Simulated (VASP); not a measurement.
# AgCl (Fm-3m) in VASP: further runs

One crystal, AgCl, is run at these levels: PBE+D3(BJ); tasks: single point, relaxation of cell and atoms.

Program: VASP 6.6.1. These are calculated values, not measurements. Logs are shortened: lines on timing, memory, paths and dates and some standing lists are left out, and cuts for length are marked.

**Experimental background.**

A printed reference work, data compilation reports, for a bulk crystal of AgCl: band gap 3.249 eV (indirect).

How close the calculation comes is told below.

## 1. The structure

The structure is cubic, space group Fm-3m (No. 225). The conventional cell has a = 5.511 Å, b = 5.511 Å, c = 5.511 Å, α = 90.00°, β = 90.00°, γ = 90.00°. Ag (site symmetry m-3m) has 6 Cl at 2.76 Å as nearest neighbours. Cl (site symmetry m-3m) has 6 Ag at 2.76 Å as nearest neighbours.

## 2. Single point, PBE+D3(BJ)

The input, INCAR:

```
PREC = Accurate
ENCUT = 520
EDIFF = 1E-7
ISMEAR = 0
SIGMA = 0.02
LREAL = False
LASPH = True
NELM = 100
ALGO = Normal
ISIF = 2
LWAVE = False
LCHARG = False
GGA = PE
IVDW = 12
NBANDS = 16
```

The input, KPOINTS:

```
regular mesh
0
Gamma
  8 8 8
```

The input, POSCAR:

```
AgCl
1.0
    0.0000000000      2.7553297203      2.7553297203
    2.7553297203      0.0000000000      2.7553297203
    2.7553297203      2.7553297203      0.0000000000
Ag Cl
1 1
Direct
    0.5000000000      0.5000000000      0.5000000000
    0.0000000000      0.0000000000      0.0000000000
```

Potentials or basis: VASP PAW PBE potentials, release 64 (Ag, Cl).

The run is started by

```sh
> cat potpaw_PBE.64/Ag/POTCAR potpaw_PBE.64/Cl/POTCAR > POTCAR
> mpirun -np 1 vasp_std > vasp.out
```

OUTCAR:

```text
PREC = Accurate
   ENCUT = 520
   EDIFF = 1E-7
   ISMEAR = 0
   LREAL = False
   LASPH = True
   NELM = 100
   ISIF = 2
   GGA = PE
   IVDW = 12
 IVDW          = 12

 ion  position               nearest neighbor table
   1  0.500  0.500  0.500-   2 2.76   2 2.76   2 2.76   2 2.76   2 2.76   2 2.76
   2  0.000  0.000  0.000-   1 2.76   1 2.76   1 2.76   1 2.76   1 2.76   1 2.76

  LATTYP: Found a face centered cubic cell.
 ALAT       =     5.5106594406

  Lattice vectors:

 A1 = (   0.0000000000,   2.7553297203,   2.7553297203)
 A2 = (   2.7553297203,   0.0000000000,   2.7553297203)
 A3 = (   2.7553297203,   2.7553297203,   0.0000000000)

Analysis of symmetry for initial positions (statically):
=====================================================================
 Subroutine PRICEL returns:
 Original cell was already a primitive cell.

 Routine SETGRP: Setting up the symmetry group for a
 face centered cubic supercell.

 Subroutine GETGRP returns: Found 48 space group operations
 (whereof 48 operations were pure point group operations)
 out of a pool of 48 trial point group operations.

The static configuration has the point symmetry O_h .

Analysis of symmetry for dynamics (positions and initial velocities):
=====================================================================
 Subroutine PRICEL returns:
 Original cell was already a primitive cell.

 Routine SETGRP: Setting up the symmetry group for a
 face centered cubic supercell.

 Subroutine GETGRP returns: Found 48 space group operations
 (whereof 48 operations were pure point group operations)
 out of a pool of 48 trial point group operations.

The dynamic configuration has the point symmetry O_h .

 Subroutine INISYM returns: Found 48 space group operations
 (whereof 48 operations are pure point group operations),
 and found     1 'primitive' translations

----------------------------------------------------------------------------------------

                                     Primitive cell

  volume of cell :      41.8361

  direct lattice vectors                    reciprocal lattice vectors
     0.000000000  2.755329720  2.755329720    -0.181466485  0.181466485  0.181466485
     2.755329720  0.000000000  2.755329720     0.181466485 -0.181466485  0.181466485
     2.755329720  2.755329720  0.000000000     0.181466485  0.181466485 -0.181466485

  length of vectors
     3.896624659  3.896624659  3.896624659     0.314309172  0.314309172  0.314309172

  position of ions in fractional coordinates (direct lattice)
     0.500000000  0.500000000  0.500000000
     0.000000000  0.000000000  0.000000000

  ion indices of the primitive-cell ions
[... 80 lines left out ...]
   NFREE  =      0    steps in history (QN), initial steepest desc. (CG)
   ISIF   =      2    stress and relaxation
   ISYM   =      2    0-nonsym 1-usesym 2-fastsym
   POTIM  = 0.5000    time-step for ionic-motion
   TEBEG  =    0.0;   TEEND  =   0.0 temperature during run
   PSTRESS=    0.0 pullay stress
   NELECT =      18.0000    total number of electrons
   NUPDOWN=      -1.0000    fix difference up-down
   EMIN   =  10.00;   EMAX   =-10.00  energy-range for DOS
   EFERMI =   0.00;   METHOD = LEGACY
   ISMEAR =     0;   SIGMA  =   0.02  broadening in eV -4-tet -1-fermi 0-gaus
   EFERMI_NEDOS =   21; number of points for ismear=-14 and -15
   IALGO  =     38    algorithm
   IMIX   =      4    mixing-type and parameters
     AMIX     =   0.40;   BMIX     =  1.00
     AMIX_MAG =   1.60;   BMIX_MAG =  1.00
  volume/ion in A,a.u.               =      20.92       141.16
  Fermi-wavevector in a.u.,A,eV,Ry     =   1.235896  2.335506 20.782084  1.527440
  Thomas-Fermi vector in A             =   2.370527
   LORBIT       =      0    0 simple, 1 ext, 2 COOP (PROOUT), +10 PAW based schemes
   GGA     = PE    functional components
   LHFCALC =     F    Hartree Fock is set to
   AEXX    =    0.0000 exact exchange contribution
   IVDW    =    12    specifies the selected vdW correction
   LEPSILON=     F    determine dielectric tensor
   LRPA    =     F    only Hartree local field effects (RPA)
 non-spin polarized calculation
 Gauss-broadening in eV      SIGMA  =   0.02
  energy-cutoff  :      520.00
  volume of cell :       41.84
 maximum number of plane-waves:      1158
 NGX is ok and might be reduce to    30
   NGX = 15   NGY = 15   NGZ = 15

 number of electron      18.0000005 magnetization

 Free energy of the ion-electron system (eV)
  ---------------------------------------------------
  ext. energy  EPLUGINS =         0.00000000
  ---------------------------------------------------
  free energy    TOTEN  =        -5.38395348 eV

  energy without entropy =       -5.38395348  energy(sigma->0) =       -5.38395348

 E-fermi :   4.2057     XC(G=0): -10.0671

 val. band max:        4.0653270101   @ k =   0.5000   0.0000   0.0000
 cond. band min:       4.9703647290   @ k =   0.0000   0.0000   0.0000
 fundamental gap:      0.9050377189
 Fermi energy:         4.2056683785

 k-point     1 :       0.0000    0.0000    0.0000
  band No.  band energies     occupation
      1     -11.2148      2.00000
      2       1.5468      2.00000
      3       1.5468      2.00000
      4       1.5468      2.00000
      5       1.5889      2.00000
      6       1.5889      2.00000
[... 433 lines left out ...]
      3      -0.1512      2.00000
      4      -0.1020      2.00000
      5       1.8635      2.00000
      6       1.9333      2.00000
[... 8 lines left out ...]
     15      17.6212      0.00000
     16      19.0830      0.00000

 [... further k-points ...]

------------------------ aborting loop because EDIFF is reached ----------------------------------------

 Edisp (eV)   -0.67601

 E8    (eV) :    -0.2714

  FORCE on cell =-STRESS in cart. coord.  units (eV):
  Direction    XX          YY          ZZ          XY          YZ          ZX
  --------------------------------------------------------------------------------------
  -------------------------------------------------------------------------------------
  Total      -0.03810    -0.03810    -0.03810    -0.00000     0.00000     0.00000
  in kB      -1.45908    -1.45908    -1.45908    -0.00000     0.00000     0.00000
  external pressure =       -1.46 kB  Pullay stress =        0.00 kB

 VOLUME and BASIS-vectors are now :
 -----------------------------------------------------------------------------
  energy-cutoff  :      520.00
  volume of cell :       41.84
      direct lattice vectors                 reciprocal lattice vectors
     0.000000000  2.755329720  2.755329720    -0.181466485  0.181466485  0.181466485
     2.755329720  0.000000000  2.755329720     0.181466485 -0.181466485  0.181466485
     2.755329720  2.755329720  0.000000000     0.181466485  0.181466485 -0.181466485

 POSITION                                       TOTAL-FORCE (eV/Angst)
 -----------------------------------------------------------------------------------
      2.75533      2.75533      2.75533        -0.000000      0.000000      0.000000
      0.00000      0.00000      0.00000         0.000000     -0.000000     -0.000000
 -----------------------------------------------------------------------------------
    total drift:                                0.000000      0.000000      0.000000

  FREE ENERGIE OF THE ION-ELECTRON SYSTEM (eV)
  ---------------------------------------------------
  free  energy   TOTEN  =        -6.0599603828 eV

  energy  without entropy=       -6.0599603828  energy(sigma->0) =       -6.05996038
```

OSZICAR:

```text
N       E                     dE             d eps       ncg     rms          rms(c)
DAV:   1     0.893355866095E+02    0.89336E+02   -0.85822E+03   944   0.101E+03
DAV:   2    -0.269532996176E+01   -0.92031E+02   -0.84112E+02  1192   0.215E+02
DAV:   3    -0.555008914050E+01   -0.28548E+01   -0.28479E+01  1144   0.391E+01
DAV:   4    -0.556369980565E+01   -0.13611E-01   -0.13609E-01  1144   0.306E+00
DAV:   5    -0.556384747164E+01   -0.14767E-03   -0.14766E-03  1176   0.318E-01    0.651E+00
DAV:   6    -0.538847730459E+01    0.17537E+00   -0.24222E-01  1168   0.643E+00    0.421E+00
DAV:   7    -0.538452032984E+01    0.39570E-02   -0.95855E-02  1112   0.206E+00    0.201E+00
DAV:   8    -0.538381524131E+01    0.70509E-03   -0.44526E-03  1120   0.691E-01    0.319E-01
DAV:   9    -0.538388959892E+01   -0.74358E-04   -0.50672E-04  1136   0.272E-01    0.361E-02
DAV:  10    -0.538394897690E+01   -0.59378E-04   -0.78496E-05  1160   0.794E-02    0.250E-02
DAV:  11    -0.538395348859E+01   -0.45117E-05   -0.52319E-06  1160   0.164E-02    0.389E-03
DAV:  12    -0.538395359871E+01   -0.11012E-06   -0.54679E-07  1088   0.550E-03    0.147E-03
DAV:  13    -0.538395348381E+01    0.11489E-06   -0.79795E-08   896   0.269E-03    0.112E-03
DAV:  14    -0.538395348103E+01    0.27856E-08   -0.11393E-08   576   0.701E-04
   1 F= -.60599604E+01 E0= -.60599604E+01  d E =-.727623E-25
```

Wall time 13 s (1 thread of Intel Xeon 6975P-C (Granite Rapids), shared host); peak memory 0.18 GiB.

Results:

* Free energy: -6.0600 eV
* Pressure: -0.1 GPa
* Band gap on the k mesh: 0.91 eV, indirect (least direct gap 3.24 eV)
* Dispersion energy per atom: -0.338 eV

## 3. Relaxation of cell and atoms, PBE+D3(BJ)

This run uses another cell than the first one, of 21.33 Å³/atom, 1.020 times its volume.

The input, INCAR:

```
PREC = Accurate
ENCUT = 600
EDIFF = 1E-7
ISMEAR = 0
SIGMA = 0.02
LREAL = F
LASPH = T
NELM = 100
ALGO = Normal
ISIF = 3
LWAVE = F
LCHARG = F
GGA = PE
IVDW = 12
IBRION = 2
NSW = 100
EDIFFG = -0.005
```

KPOINTS is that of step 2.

The input, POSCAR:

```
AgCl
1.0
    0.0000000000      2.7731500000      2.7731500000
    2.7731500000      0.0000000000      2.7731500000
    2.7731500000      2.7731500000      0.0000000000
Ag Cl
1 1
Direct
    0.5000000000      0.5000000000      0.5000000000
    0.0000000000      0.0000000000      0.0000000000
```

Potentials or basis: VASP PAW PBE potentials, release 64 (Ag, Cl).

The run is started by

```sh
> cat potpaw_PBE.64/Ag/POTCAR potpaw_PBE.64/Cl/POTCAR > POTCAR
> mpirun -np 1 vasp_std > vasp.out
```

Run time: 22 s. Hardware: 1 thread of Intel Xeon 6975P-C (Granite Rapids), shared host; peak memory 0.2 GiB.

The run converged. Its results:

| Property | Result |
| --- | --- |
| Free energy | -6.0602 eV |
| Relaxed volume | 20.87 Å³/atom |
| Relaxed cell | a = 3.894 Å, b = 3.894 Å, c = 3.894 Å, α = 60.00°, β = 60.00°, γ = 60.00° |
| Space group after relaxing (to 0.05 Å) | Fm-3m (No. 225) |
| Energy gained by relaxing | 1.5 meV/atom |
| Ionic steps | 3 |
| Pressure after relaxing | 0.0 GPa |
| Band gap on the k mesh | 0.91 eV, indirect (least direct gap 3.25 eV) |
| Dispersion energy per atom | -0.339 eV |

The path:
```csv
step,energy change (eV),largest force (eV/Å),pressure (GPa),volume (Å³)
1,0.0000,0.0000,-1.03,42.65
2,-0.0030,0.0000,-0.08,41.81
3,-0.0030,0.0000,0.00,41.75
```

Final structure:
```
Ag Cl
1.0
     0.00000    2.75338    2.75338
     2.75338    0.00000    2.75338
     2.75338    2.75338    0.00000
Ag Cl
1 1
Cartesian
  2.7534 2.7534 2.7534
  0.0000 0.0000 0.0000
```

Levels at points of the mesh, in eV from the valence-band top:
```
           k point  band 7  band 8  band 9  band 10  band 11  band 12
(0.00, 0.00, 0.00)   -2.41   -2.41   -2.41     0.91    10.85    10.85
(0.50, 0.00, 0.00)   -1.82    0.00    0.00     4.19     6.65     7.63
(0.50, 0.50, 0.00)   -2.02   -2.02   -1.92     2.35     7.99     8.70
```

A k mesh can miss the band edges. As with any semilocal functional, this PBE gap is likely too small.

## 4. Single point, PBE+D3(BJ) (clean slab, lower half held)

The input, INCAR:

```
SYSTEM = AgCl
  PREC = Accurate
  ENCUT = 520
  EDIFF = 1E-6
  ISMEAR = 0
  SIGMA = 0.05
  LREAL = .False.
  LASPH = .True.
  NELM = 100
  ALGO = Fast
  ISIF = 2
  LWAVE = .False.
  LCHARG = .False.
  LDIPOL = .True.
  IDIPOL = 3
  DIPOL = 0.5 0.5 0.501
  GGA = PE
  IVDW = 12
  NBANDS = 26
```

The input, KPOINTS:

```
regular mesh
0
Gamma
  7 7 1
  0 0 0
```

The input, POSCAR:

```
AgCl
1.0
    3.8966246593      0.0000000000      0.0000000000
    0.0000000000      3.8966246593      0.0000000000
    0.0000000000      0.0000000000     16.7553297203
Ag Cl
2 2
Direct
    0.0000000000      0.0000000000      0.4177775142
    0.5000000000      0.5000000000      0.5803814702
    0.5000000000      0.5000000000      0.4177775142
    0.0000000000      0.0000000000      0.5877457312
```

The run is started by

```sh
> cat potpaw_PBE.64/Ag/POTCAR potpaw_PBE.64/Cl/POTCAR > POTCAR
> mpirun -np 1 vasp_std > vasp.out
```

It took 60 s on 1 thread of Intel Xeon 6975P-C (Granite Rapids), shared host; peak memory 0.35 GiB.

It converged, with:

| Item | Value |
| --- | --- |
| Free energy | -11.4529 eV |
| Largest force | 0.266 eV/Å |
| Band gap on the k mesh | 1.15 eV, indirect (least direct gap 2.59 eV) |
| Dispersion energy per atom | -0.214 eV |

Forces in eV/Å, atoms in the order of the input:
```
Ag   0.000  0.000  0.256
Ag   0.000  0.000 -0.007
Cl   0.000  0.000 -0.266
Cl   0.000  0.000  0.016
```

Levels at points of the mesh, in eV from the valence-band top:
| k point | band 15 | band 16 | band 17 | band 18 | band 19 | band 20 | band 21 | band 22 |
| --- | --- | --- | --- | --- | --- | --- | --- | --- |
| (0.00, 0.00, 0.00) | -2.19 | -1.91 | -1.91 | -1.44 | 1.15 | 2.24 | 4.77 | 5.15 |

## 5. Summary

```csv
task,cell,k mesh,cutoff (eV),smearing,dipole correction,gap on the mesh (eV),pressure (GPa)
single point,"Fm-3m, 20.92 Å³/atom",8 × 8 × 8,520,gaussian 0.02 eV,no,0.91,-0.1
relaxation of cell and atoms,relaxed,8 × 8 × 8,600,gaussian 0.02 eV,no,0.91,0.0
single point,"clean slab, lower half held",7 × 7 × 1,520,gaussian 0.05 eV,yes,1.15,-
```

Alike in all rows: level PBE+D3(BJ); potentials or basis VASP PAW PBE potentials, release 64 (Ag, Cl); no spin polarisation.

Absolute energies hang on the potentials; compare differences alone.

## 6. How close it comes

Step 2. Measured gap of AgCl: 3.249 eV (indirect; a printed reference work, data compilation). This calculation gives 0.91 eV (-2.34 eV). So large a miss can be the level of theory's own, or it may mean another phase, state or a wrong row. Spin-orbit coupling on Ag is left out. The value is that of PBE+D3(BJ) on a finite k mesh, which can miss the band edges, without temperature or zero-point motion. Semilocal functionals fall short of measured gaps as a rule.
